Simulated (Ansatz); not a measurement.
# Stack of 1T-PdSSe under 1T-PtSSe, shifted by a third of the diagonal in a perpendicular field, part 2 of 4

Aim: how the stack of 1T-PdSSe under 1T-PtSSe, shifted by a third of the diagonal screens a field along its normal, and what the field does to its bands. A positive field points along +c.

Ansatz 0.2.0; plane-wave DFT, PBE-D3(BJ), Ansatz PAW (the session's first sound run).

So far. Step 2 (Relaxation): The lattice constant a goes from 3.650 to 3.612 Å.

## Step 3: Single point, field 0, start network

A sawtooth potential applies the field, turning back in the middle of the vacuum. With the dipole correction the typed value is the field outside the slab. The induced dipole is small, so the SCF threshold is tight.

The cell differs from the one that the last finished run ended in (c 45.957 → 26.013 Å).

input.yaml

```yaml
crystal:
  lattice:
    - [3.6117361806, 0.0, 0.0]
    - [-1.8058680903, 3.1278552842, 0.0]
    - [0.0, 0.0, 26.0132374543]
  atoms:
    - { symbol: Se, position: [0.6666666667, 0.3333333333, 0.3459776975] }
    - { symbol: Pd, position: [0.0, 0.0, 0.39834024] }
    - { symbol: S, position: [0.3333333333, 0.6666666667, 0.4450861252] }
    - { symbol: Se, position: [0.0, 0.0, 0.5547539169] }
    - { symbol: Pt, position: [0.3333333333, 0.6666666667, 0.6068712106] }
    - { symbol: S, position: [0.6666666667, 0.3333333333, 0.6540223025] }
kpoints:
  mp_grid: { grid: [18, 18, 1] }
  band_path:
    path: [[0, 0, 0], [0.5, 0, 0], [0.33333333, 0.33333333, 0], [0, 0, 0]]
    npoints: 16
hamiltonian:
  xc: pbe
  dispersion: d3bj
scf:
  occupations: { method: fermi_dirac, width: 0.02585 }
  convergence: { dr2_threshold: 1.0e-10 }
efield:
  axis: 3
  dipole_correction: true
  ramp_position: 0.97
  ramp_width: 0.06
  amplitude: 0
output:
  dos: { projected: true, e_range: [-6, 5] }
  bader: true
  write_potential: true
  write_density: true
  volumetric_format: npy
  elf: true
```

Command:

```console
$ ansatz run input.yaml --threads 4 --pin off --max-ram 6144MiB --backend cpu --events-out ev --progress --plain --runs-dir out
```

Numbers of over 12 decimals in the logs are rounded to 6 here.

The log of the run:

```text
[...]
Crystal: 6 atoms, lattice volume = 293.871 Å³
Basis set: ecut = 420 eV, 5643 PW (Γ)
Bands: 48, of which v1, the nominal top of the filled ones, is band 40 counted from 1 (39 counted from 0)
Symmetry: 6 space group operations
[...]
k-points: 37 of 324 (time reversal used)
[...]
SCF iter   1: F=—  HF=-32241.842992 eV  |F-HF|=—  |Δ(HF+E_count)|=         —  Δρ=2.63e-3  dr2=6.40e-2  ethr=1.77e-3  p=-0.045 e·Å  D=-2.77e-2 V/Å  ΔV_dip=0.72 eV  dr2_dipole=3.44e-3  V_vac-E_F(+/−)=5.56/4.84 eV  ⟨swp⟩=10.5  Hψ=8368  notcnv=0  defer=8
efield: sawtooth ramp at fractional position 0.9700 (set: `efield.ramp_position`, or a place that a band, a saddle search or an elastic batch's reference lends), width 0.0600; the density the first Hamiltonian is built on has a dipole p = -0.045 e·Å; the dipole correction subtracts the counter field D = -2.77e-2 V/Å, which shifts the + side's vacuum level by +0.72 eV against the − side's; the planar-averaged density in the ramp window peaks in size at 1.4e-5 e/Å³
[...]
SCF iter   2: F=—  HF=-32241.845648 eV  |F-HF|=—  |Δ(HF+E_count)|=   2.66e-3  Δρ=2.58e-3  dr2=6.63e-2  ethr=8.00e-5  p=-0.062 e·Å  D=-3.79e-2 V/Å  ΔV_dip=0.99 eV  dr2_dipole=9.84e-4  V_vac-E_F(+/−)=5.86/4.87 eV  ⟨swp⟩=3.2  Hψ=3122  notcnv=0  defer=101
[...]
SCF iter  14: F=-32241.840173 eV  HF=-32241.840173 eV  |F-HF|=0.00e0  |Δ(HF+E_count)|=  5.09e-11  Δρ=6.78e-8  dr2=3.80e-11  ethr=1.00e-12  p=-0.061 e·Å  D=-3.78e-2 V/Å  ΔV_dip=0.98 eV  dr2_dipole=9.50e-13  V_vac-E_F(+/−)=5.77/4.79 eV  ⟨swp⟩=13.0  Hψ=4759  notcnv=0
SCF 1 converged in 14 iterations: F = -32241.840173 eV  dr2 = 3.80e-11
[...]
NSCF: frozen V_eff on 49 k-points
efield: sawtooth ramp at fractional position 0.9700 (kept from the solve that this one continues, or follows in the run), width 0.0600; the density the first Hamiltonian is built on has a dipole p = -0.061 e·Å; the dipole correction subtracts the counter field D = -3.78e-2 V/Å, which shifts the + side's vacuum level by +0.98 eV against the − side's; the planar-averaged density in the ramp window peaks in size at 1.0e-5 e/Å³
[...]
SCF converged after 14 iterations
Free energy (F): -32241.840173 eV
[...]
Internal energy: -32241.840160 eV  (E = F + TS)
E sigma→0 (E₀):  -32241.840167 eV
Entropy (-TS):   -0.000013 eV (-0.002 meV/atom)
Fermi energy:    1.309734 eV
Dipole field:    D = -0.037835 V/Å  (p = -0.061446 e·Å, saw-weighted, corrected)
Work function:   Φ+ = 5.7729 eV   Φ− = 4.7887 eV
Levels:          The Fermi level and band energies are counted from a zero that moves with the ramp; work functions are not
[...]
--- Band table (eV; the first three rows and the last of 37) ---
  k-point 0: bands = [... 36 lower, 0.5148, 0.6719, 0.6719, 0.8043, 2.9303, 2.9303, 3.8365, 3.8365, ... 4 higher]
  k-point 1: bands = [... 36 lower, 0.5091, 0.6771, 0.6813, 0.9443, 2.7357, 2.8875, 3.6127, 3.7822, ... 4 higher]
  k-point 2: bands = [... 36 lower, 0.4750, 0.6916, 0.7063, 1.0876, 2.2873, 2.7830, 3.1285, 3.6502, ... 4 higher]
  k-point 36: bands = [... 36 lower, -0.8350, -0.5717, -0.1877, 0.0027, 1.6147, 1.8595, 2.6191, 2.9238, ... 4 higher]
--- Bader charges: 6 sites ---
  site symbol  charge [e]  shift [e]
     0     Se     -0.1048     0.0056
     1     Pd      0.3849     0.0124
     2      S     -0.3117     0.0068
     3     Se     -0.0099     0.0034
     4     Pt      0.2916     0.0087
     5      S     -0.2501     0.0053
  estimated error of the sums over rays = 4.5e-4 e
```

Elapsed: 41 s, on 4 threads of Arm Neoverse V1, shared host; peak memory 0.93 GiB; 2.7 min of CPU time.

Numbers from this step:

| Property | Result |
| --- | --- |
| dipole along the normal | -0.06145 e·Å |
| gap along the path | 0.4116 eV |
| smallest direct gap along the path | 0.8483 eV |
| step between the vacuum levels | 0.9842 eV |
| ionisation energy, upper face | 5.983 eV |
| electron affinity, upper face | 5.571 eV |
| ionisation energy, lower face | 4.999 eV |
| gap, the smaller of path and mesh | 0.4116 eV |

Running mean over a fixed 2.7 Å (it still follows the layers) of the planar mean; the ramp of the sawtooth is left out. Table of electron's electrostatic potential energy less the Fermi level by z:

```tsv
z (Å)	electron's electrostatic potential energy less the Fermi level (eV)
4	4.79
5	4.79
6	4.74
7	3.88
8	0.831
9	-3.80
10	-7.24
11	-6.92
12	-2.20
13	0.101
14	-1.81
15	-7.54
16	-8.92
17	-5.04
18	1.18
19	5.04
20	5.74
21	5.77
22	5.77
```

The density of states has structure finer than the step of the table below, so its rows give means over 0.25 eV, whole bins alone (the curve runs from -6 to 2.19 eV). Peaks (eV: height): -5.780: 13.9, -5.670: 14.0, -5.500: 21.3, -5.060: 11.6, -4.430: 12.0, -3.960: 10.9, -2.750: 14.2.

Table of density of states by energy, zero at the Fermi level of the run, which the smearing sets inside the gap; means over each step:

```tsv
energy (eV)	density of states (states/eV a cell)
-5.75	9.71
-5.50	12.4
-5.25	4.48
-5.00	6.49
-4.75	4.32
-4.50	7.18
-4.25	6.45
-4.00	8.36
-3.75	4.70
-3.50	2.97
-3.25	3.36
-3.00	6.97
-2.75	8.43
-2.50	3.95
-2.25	6.24
-2.00	4.46
-1.75	5.83
-1.50	6.51
-1.25	5.74
-1.00	4.04
-0.75	4.16
-0.50	2.48
-0.25	0.837
0.00	0
0.25	2.11
0.50	3.40
0.75	3.55
1.00	3.61
1.25	5.02
1.50	3.70
1.75	3.03
2.00	5.24
```

Projected DOS per atom over height of the atomic layer and energy from the Fermi level. Layers: Se Pd S Se Pt S from below.

Ten even steps from '_' (0.01 states/eV) to '@' (3.45 states/eV), each cell a mean:
```
______==--==
______::::::
::..::::::..
==::--______
::::::______
____________
____________
______::..--
..__::::..::
--..--::::::
::::--::::--
--::--..::..
::::::..==..
--++::..@@..
..++..__..__
__::____==__
..%%....**::
::**::..++::
::==....::..
::==::::--..
::@@----%%--
::##::..++::
```
Columns: height of the atomic layer (Å) from 9 to 17.0 (not evenly spaced); rows upwards: energy from the Fermi level (eV) from -5.96 to 2.14.

The electronic bands at the labelled points (eV, zero at the Fermi level of the run, which the smearing sets inside the gap):

```tsv
point	band 37	band 38	band 39	band 40	band 41	band 42	band 43	band 44
Γ	-0.79	-0.64	-0.64	-0.51	1.62	1.62	2.53	2.53
halfway	-1.24	-1.03	-0.90	-0.70	0.27	1.27	1.28	2.10
M	-2.49	-2.36	-2.21	-1.84	1.00	1.34	2.14	2.28
halfway	-2.20	-1.96	-1.66	-1.38	0.57	0.88	1.54	1.97
K	-2.14	-1.88	-1.50	-1.31	0.30	0.55	1.31	1.61
halfway	-1.45	-1.28	-0.83	-0.57	0.50	0.68	1.39	1.66
Γ	-0.79	-0.64	-0.64	-0.51	1.62	1.62	2.53	2.53
```

Valence density in the ca plane at fractional y = 0.000, with atoms of Pd and Se within 0.2 Å of it. It is the smooth field of the valence electrons, not physical close to the nuclei.

Ten steps, logarithmic in the rise over the least value, from '0' (0 e/Å³) to '9' (32 e/Å³), each cell a mean:
```
00000014777510000126874110000000000000000000
00000012454210000013432110000000000000000000
00000111121111000001111111111000000000000000
00001111111111100000011122211100000000000000
00001111101111100000011222221100000000000000
00001111111111000000111111111000000000000000
00000111233110000012222111100000000000000000
00000013566310000124653110000000000000000000
00000014787520000137985200000000000000000000
```
Columns run along c (16.0 Å, from fractional 0.27 to 0.89 of the cell), rows up along a (3.6 Å). Atoms in or near the plane, at fractional coordinates: Pd at (0.40, 0.00), Se at (0.55, 0.00).

ELF in the ca plane at fractional y = 0.000, with atoms of Pd and Se within 0.2 Å of it. It is the smooth field of the valence electrons, not physical close to the nuclei.

Ten even steps from '0' (0.00) to '9' (0.87), each cell a mean:
```
00000000000000001235555421017995367410000000
00000000000000123323553222004898886311111100
00000000000012456642222455301467764223454421
00000000000124677764224677520012333334787652
00000000000125787764224788620001223335888753
00000000000013567753223676410245543324676542
00000000000001234432332343102688875322333210
00000000000000011224554321016997677410000000
00000000000000001246446420027994256410000000
```
Columns run along c (16.0 Å, from fractional 0.11 to 0.73 of the cell), rows up along a (3.6 Å). Atoms in or near the plane, at fractional coordinates: Pd at (0.40, 0.00), Se at (0.55, 0.00).

Electrostatic potential energy in the ca plane at fractional y = 0.000, with atoms of Pd and Se within 0.2 Å of it. With pseudopotentials it is smooth inside the atoms' cores, unlike the true potential.

Ten even steps from '0' (-29 eV) to '9' (7 eV), each cell a mean:
```
99999972000179999844553689999999999999999999
99999986201589999963334789999999999999999999
99998888767888999987677888888999999999999999
99998778888888899999988767778899999999999999
99987678898877899999988766778899999999999999
99998778888888999998888777888999999999999999
99999887534789999985446888899999999999999999
99999984000279999853433789999999999999999999
99999971000069999835653589999999999999999999
```
Columns run along c (16.0 Å, from fractional 0.27 to 0.89 of the cell; values clipped at the 3rd and 97th percentile), rows up along a (3.6 Å). Atoms in or near the plane, at fractional coordinates: Pd at (0.40, 0.00), Se at (0.55, 0.00).

The gap is 0.41 eV, with the valence edge 5.98 eV and the conduction edge 5.57 eV under the upper vacuum level. Spin-orbit coupling, left out in this run, matters for the bands of elements this heavy.

## Step 4: Atoms held, field 0.03 V/Å

Changes to input.yaml since step 3:

```diff
@@ -28,6 +28,4 @@
   ramp_width: 0.06
-  amplitude: 0
+  amplitude: 0.03
 output:
-  dos: { projected: true, e_range: [-6, 5] }
-  bader: true
   write_potential: true
@@ -35,2 +33 @@
   volumetric_format: npy
-  elf: true
```

The log of the run:

```text
[...]
Crystal: 6 atoms, lattice volume = 293.871 Å³
Basis set: ecut = 420 eV, 5643 PW (Γ)
Bands: 48, of which v1, the nominal top of the filled ones, is band 40 counted from 1 (39 counted from 0)
Symmetry: 6 space group operations
[...]
k-points: 37 of 324 (time reversal used)
[...]
k-point 0: bands = [... 36 lower, 0.5100, 0.6734, 0.6734, 0.8031, 2.9227, 2.9227, 3.8406, 3.8406, ... 4 higher]
  k-point 1: bands = [... 36 lower, 0.5038, 0.6808, 0.6832, 0.9424, 2.7280, 2.8798, 3.6168, 3.7863, ... 4 higher]
  k-point 2: bands = [... 36 lower, 0.4690, 0.6942, 0.7119, 1.0857, 2.2797, 2.7754, 3.1325, 3.6541, ... 4 higher]
  k-point 36: bands = [... 36 lower, -0.8432, -0.5781, -0.1848, 0.0076, 1.6065, 1.8545, 2.6199, 2.9286, ... 4 higher]
[key lines of the parts left out:]
SCF converged after 15 iterations
Free energy (F): -32241.838605 eV
Fermi energy:    1.305241 eV
Dipole field:    D = -0.026511 V/Å  (p = -0.043055 e·Å, saw-weighted, corrected)
```

The job ended after 31 s (4 threads; peak memory 0.91 GiB; 2 min of CPU time).

The dipole is -0.0431 e·Å, 0.0184 e·Å from its value without field, and the gap 0.407 eV.

## Step 5: Single point, field -0.03 V/Å

Changes to input.yaml since step 4:

```diff
@@ -28,3 +28,3 @@
   ramp_width: 0.06
-  amplitude: 0.03
+  amplitude: -0.03
 output:
```

The log of the run:

```text
[...]
Crystal: 6 atoms, lattice volume = 293.871 Å³
Basis set: ecut = 420 eV, 5643 PW (Γ)
Bands: 48, of which v1, the nominal top of the filled ones, is band 40 counted from 1 (39 counted from 0)
Symmetry: 6 space group operations
[...]
k-points: 37 of 324 (time reversal used)
[...]
k-point 0: bands = [... 36 lower, 0.5193, 0.6706, 0.6706, 0.8055, 2.9380, 2.9380, 3.8324, 3.8324, ... 4 higher]
  k-point 1: bands = [... 36 lower, 0.5140, 0.6733, 0.6795, 0.9461, 2.7434, 2.8951, 3.6086, 3.7781, ... 4 higher]
  k-point 2: bands = [... 36 lower, 0.4808, 0.6891, 0.7005, 1.0895, 2.2949, 2.7906, 3.1243, 3.6460, ... 4 higher]
  k-point 36: bands = [... 36 lower, -0.8268, -0.5654, -0.1907, -0.0023, 1.6230, 1.8644, 2.6183, 2.9188, ... 4 higher]
[key lines of the parts left out:]
SCF converged after 17 iterations
Free energy (F): -32241.842292 eV
Fermi energy:    1.314179 eV
Dipole field:    D = -0.049153 V/Å  (p = -0.079826 e·Å, saw-weighted, corrected)
```

Elapsed: 31 s, on 4 threads; peak memory 0.91 GiB; 2 min of CPU time.

The dipole is -0.0798 e·Å, -0.0184 e·Å from its value without field, and the gap 0.417 eV.

## Step 6: Single point, field 0.15 V/Å

Changes to input.yaml since step 5:

```diff
@@ -26,5 +26,5 @@
   dipole_correction: true
-  ramp_position: 0.97
-  ramp_width: 0.06
-  amplitude: -0.03
+  ramp_position: 0.9519
+  ramp_width: 0.0903
+  amplitude: 0.15
 output:
```

The log of the run:

```text
[...]
Crystal: 6 atoms, lattice volume = 293.871 Å³
Basis set: ecut = 420 eV, 5643 PW (Γ)
Bands: 48, of which v1, the nominal top of the filled ones, is band 40 counted from 1 (39 counted from 0)
Symmetry: 6 space group operations
[...]
k-points: 37 of 324 (time reversal used)
[...]
k-point 0: bands = [... 36 lower, 0.4977, 0.6906, 0.6906, 0.8081, 2.9020, 2.9020, 3.8655, 3.8655, ... 4 higher]
  k-point 1: bands = [... 36 lower, 0.4903, 0.7016, 0.7054, 0.9448, 2.7072, 2.8592, 3.6418, 3.8111, ... 4 higher]
  k-point 2: bands = [... 36 lower, 0.4535, 0.7146, 0.7432, 1.0877, 2.2590, 2.7549, 3.1575, 3.6789, ... 4 higher]
  k-point 36: bands = [... 36 lower, -0.8661, -0.5937, -0.1643, 0.0358, 1.5835, 1.8434, 2.6328, 2.9566, ... 4 higher]
[key lines of the parts left out:]
SCF converged after 16 iterations
Free energy (F): -32241.837857 eV
Fermi energy:    1.296857 eV
Dipole field:    D = 0.018846 V/Å  (p = 0.030607 e·Å, saw-weighted, corrected)
```

Elapsed: 31 s, on 4 threads; peak memory 0.89 GiB; 2 min of CPU time.

The dipole is 0.0306 e·Å, 0.0921 e·Å from its value without field, and the gap 0.387 eV.

## Step 7: Single point, field 0.25 V/Å

Changes to input.yaml since step 6:

```diff
@@ -28,3 +28,3 @@
   ramp_width: 0.0903
-  amplitude: 0.15
+  amplitude: 0.25
 output:
```

The log of the run:

```text
[...]
Crystal: 6 atoms, lattice volume = 293.871 Å³
Basis set: ecut = 420 eV, 5643 PW (Γ)
Bands: 48, of which v1, the nominal top of the filled ones, is band 40 counted from 1 (39 counted from 0)
Symmetry: 6 space group operations
[...]
k-points: 37 of 324 (time reversal used)
[...]
k-point 0: bands = [... 36 lower, 0.4813, 0.7020, 0.7020, 0.8084, 2.8809, 2.8809, 3.8810, 3.8810, ... 4 higher]
  k-point 1: bands = [... 36 lower, 0.4734, 0.7135, 0.7214, 0.9428, 2.6860, 2.8381, 3.6573, 3.8266, ... 4 higher]
  k-point 2: bands = [... 36 lower, 0.4356, 0.7275, 0.7641, 1.0852, 2.2379, 2.7339, 3.1730, 3.6943, ... 4 higher]
  k-point 36: bands = [... 36 lower, -0.8890, -0.6105, -0.1523, 0.0540, 1.5605, 1.8292, 2.6393, 2.9746, ... 4 higher]
[key lines of the parts left out:]
SCF converged after 16 iterations
Free energy (F): -32241.843994 eV
Fermi energy:    1.285668 eV
Dipole field:    D = 0.056735 V/Å  (p = 0.092140 e·Å, saw-weighted, corrected)
```

Elapsed: 32 s, on 4 threads; peak memory 0.89 GiB; 2.1 min of CPU time.

The dipole is 0.0921 e·Å, 0.154 e·Å from its value without field, and the gap 0.371 eV.

## Step 8: Single point, field -0.25 V/Å

Changes to input.yaml since step 7:

```diff
@@ -28,4 +28,6 @@
   ramp_width: 0.0903
-  amplitude: 0.25
+  amplitude: -0.25
 output:
+  dos: { projected: true, e_range: [-6, 5] }
+  bader: true
   write_potential: true
@@ -33 +35,2 @@
   volumetric_format: npy
+  elf: true
```

The log of the run:

```text
[...]
Crystal: 6 atoms, lattice volume = 293.871 Å³
Basis set: ecut = 420 eV, 5643 PW (Γ)
Bands: 48, of which v1, the nominal top of the filled ones, is band 40 counted from 1 (39 counted from 0)
Symmetry: 6 space group operations
[...]
k-points: 37 of 324 (time reversal used)
[...]
k-point 36: bands = [... 36 lower, -0.7765, -0.5282, -0.2257, -0.0521, 1.6734, 1.8872, 2.6025, 2.8695, ... 4 higher]
--- Bader charges: 6 sites ---
  site symbol  charge [e]  shift [e]
     0     Se     -0.0876     0.0056
     1     Pd      0.3843     0.0123
     2      S     -0.3174     0.0068
     3     Se     -0.0038     0.0035
     4     Pt      0.2909     0.0087
     5      S     -0.2663     0.0053
  estimated error of the sums over rays = 4.8e-4 e
[key lines of the parts left out:]
SCF converged after 18 iterations
Free energy (F): -32241.874661 eV
Fermi energy:    1.336180 eV
Dipole field:    D = -0.132001 V/Å  (p = -0.214375 e·Å, saw-weighted, corrected)
```

Run time: 46 s. Hardware: 4 threads; peak memory 0.93 GiB; 3 min of CPU time.

The dipole is -0.214 e·Å, -0.153 e·Å from its value without field, and the gap 0.452 eV.

## Step 9: Response, atoms held

This step: plane-wave DFT, PBE-D3(BJ), Ansatz PAW; response to a field along the normal, atoms held (Ansatz 0.2.0).

The dipoles give the slope, and the difference of two potentials shows where the field is screened.

Numbers from this step:

- equivalent conductor thickness p/(ε₀AE): 9.816 Å
- distance between the outer atoms: 8.013 Å

The dipole of the cell by applied field:

```tsv
applied field (V/Å)	dipole of the cell (e·Å)
-0.250	-0.214
-0.030	-0.0798
0.000	-0.0614
0.030	-0.0431
0.150	0.0306
0.250	0.0921
```

Local field over the applied field, running mean. From the potentials at -0.03 and 0.03 V/Å; running mean over 2.5 Å. Local field over applied field against z:

```tsv
z (Å)	local field over applied field
4.5	0.998
5.0	0.994
5.5	0.984
6.0	0.957
6.5	0.898
7.0	0.783
7.5	0.623
8.0	0.446
8.5	0.271
9.0	0.129
9.5	0.0431
10.0	0.00794
10.5	0.00300
11.0	0.0220
11.5	0.0583
12.0	0.0988
12.5	0.128
13.0	0.139
13.5	0.126
14.0	0.0900
14.5	0.0513
15.0	0.0240
15.5	0.0100
16.0	0.0252
16.5	0.0762
17.0	0.177
17.5	0.326
18.0	0.503
18.5	0.676
19.0	0.825
19.5	0.923
20.0	0.970
20.5	0.989
21.0	0.996
21.5	0.999
```

Electrons, planar mean, per unit field. Table of induced electron density by z:

z (Å), induced electron density (e/Å³ per V/Å) and a bar from the least value:
```
      4.5    0.00001 ###############
      5.0    0.00003 ###############
      5.5    0.00008 ###############
      6.0    0.00021 ################
      6.5    0.00053 #################
      7.0    0.00126 #####################
      7.5    0.00256 ##########################
      8.0    0.00340 ##############################
      8.5    0.00183 #######################
      9.0    0.00093 ###################
      9.5    0.00048 #################
     10.0   -0.00016 ##############
     10.5   -0.00018 ##############
     11.0   -0.00009 ###############
     11.5   -0.00048 #############
     12.0   -0.00081 ###########
     12.5   -0.00081 ###########
     13.0    0.00017 ################
     13.5    0.00076 ##################
     14.0    0.00065 ##################
     14.5    0.00074 ##################
     15.0   -0.00005 ###############
     15.5   -0.00011 ##############
     16.0   -0.00003 ###############
     16.5   -0.00033 ##############
     17.0   -0.00124 #########
     17.5   -0.00218 #####
     18.0   -0.00339 
     18.5   -0.00221 #####
     19.0   -0.00098 ###########
     19.5   -0.00038 #############
     20.0   -0.00014 ##############
     20.5   -0.00005 ###############
     21.0   -0.00002 ###############
     21.5   -0.00001 ###############
```

The smaller of the gaps on the path and on the k-mesh, counted as 0 under 0.03 eV. Gap against applied field:

```tsv
applied field (V/Å)	gap (eV)
-0.250	0.452
-0.030	0.416
0.000	0.412
0.030	0.407
0.150	0.387
0.250	0.371
```

By hand: between -0.03 and 0.03 V/Å the dipole changes by 0.03677 e·Å, a slope of 0.6128 e·Å²/V. A perfect conductor of thickness t has p = ε₀AEt, so t = 180.95 × 0.6128 / 11.297 = 9.82 Å (e/ε₀ = 180.95 V·Å, A in Å²).

The induced dipole is that of a conductor 9.82 Å thick.

(Part 2 of 4 ends here.)

[Logs are printed without paths, hosts, clocks, repeated set-up lines and the standing remarks that a program may print on its own settings, such as how far it seeks lower states.]

[Hosts, paths, dates, database ids (printed as entryN), source tags and the programs' standing remarks are cut or masked in the printed files.]

[Maps of the electrostatic potential energy from Ansatz leave out the sawtooth potential of an applied field or a dipole correction, so their vacuum need not be flat; planar profiles and work functions include it.]

[The density of states shown here was stored with 400 of the rows of the run's finer table, so its peaks can read low, often by over a quarter, or be missed, and its means over a window can be off by a tenth or more.]
